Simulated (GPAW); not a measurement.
Crystal: Re.

```
CELL_PARAMETERS angstrom
2.76080 0.00000 0.00000
-1.38040 2.39092 0.00000
0.00000 0.00000 4.45820
ATOMIC_POSITIONS crystal
Re 0.66667 0.33333 0.75000
Re 0.33333 0.66667 0.25000
```

```yaml
Program: GPAW 26.7.0
Task: relaxation of cell and atoms
Functional: PBE
Potentials_or_basis: GPAW PAW data sets (gpaw-data 1.2.1)
Cutoff: 600 eV
Basis: pw
k_mesh: 7 × 7 × 4
Occupations: fermi-dirac, width 0.05 eV
Spin: collinear spin, antiferromagnetic start
Starting_moments: "[1.0, -1.0] μB"
Hubbard_terms: Re d U = 3.5 eV
```

At the start: pressure 9.0 GPa; volume 14.71 Å³/atom.

Q: Where does the relaxation end?

A: Over 26 steps the energy falls by 13.0 meV/atom and the volume is 15.07 Å³/atom (+2.4 %); space group P6_3/mmc (No. 194, to 0.05 Å); moment 0.00 μB per cell.

Step by step:
| step | energy change (eV) | largest force (eV/Å) | pressure (GPa) | volume (Å³) |
| --- | --- | --- | --- | --- |
| 1 | 0.0000 | 0.0003 | 8.97 | 29.43 |
| 2 | -0.0164 | 0.0003 | 4.18 | 29.79 |
| 3 | -0.0218 | 0.0004 | -2.39 | 30.34 |
| 4 | -0.0223 | 0.0004 | -2.10 | 30.31 |
| 5 | -0.0232 | 0.0005 | -1.55 | 30.26 |
| 6 | -0.0241 | 0.0005 | -0.81 | 30.20 |
| 7 | -0.0248 | 0.0006 | 0.01 | 30.13 |
| 8 | -0.0252 | 0.0007 | 0.76 | 30.07 |
| 9 | -0.0252 | 0.0009 | 0.74 | 30.07 |
| 10 | -0.0252 | 0.0009 | 0.69 | 30.07 |
| 11 | -0.0253 | 0.0010 | 0.62 | 30.08 |
| 12 | -0.0254 | 0.0011 | 0.53 | 30.08 |
| 13 | -0.0254 | 0.0012 | 0.42 | 30.09 |
| 14 | -0.0255 | 0.0013 | 0.31 | 30.10 |
| 15 | -0.0256 | 0.0015 | 0.18 | 30.11 |
| 16 | -0.0257 | 0.0018 | 0.05 | 30.13 |
| 17 | -0.0258 | 0.0023 | -0.10 | 30.14 |
| 18 | -0.0258 | 0.0025 | -0.22 | 30.15 |
| 19 | -0.0259 | 0.0031 | -0.31 | 30.15 |
| 20 | -0.0259 | 0.0033 | -0.31 | 30.15 |
| 21 | -0.0259 | 0.0034 | -0.30 | 30.15 |
| 22 | -0.0259 | 0.0035 | -0.28 | 30.15 |
| 23 | -0.0259 | 0.0036 | -0.26 | 30.15 |
| 24 | -0.0259 | 0.0037 | -0.24 | 30.15 |
| 25 | -0.0259 | 0.0039 | -0.21 | 30.15 |
| 26 | -0.0259 | 0.0041 | -0.18 | 30.14 |

Final structure:
```yaml
crystal:
  lattice:
    - [2.77070, 0.00000, 0.00000]
    - [-1.38535, 2.39950, 0.00000]
    - [0.00000, 0.00000, 4.53398]
  atoms:
    - { symbol: Re, position: [0.66667, 0.33333, 0.74997] }
    - { symbol: Re, position: [0.33333, 0.66667, 0.25003] }
```

Caveat: the k mesh is coarse (spacing up to 0.38 Å⁻¹), so the values aren't converged; each step starts from the last one's moments, so a moment once lost doesn't come back; later steps reuse the first step's grids; the U is typed as a test and isn't derived for this compound.
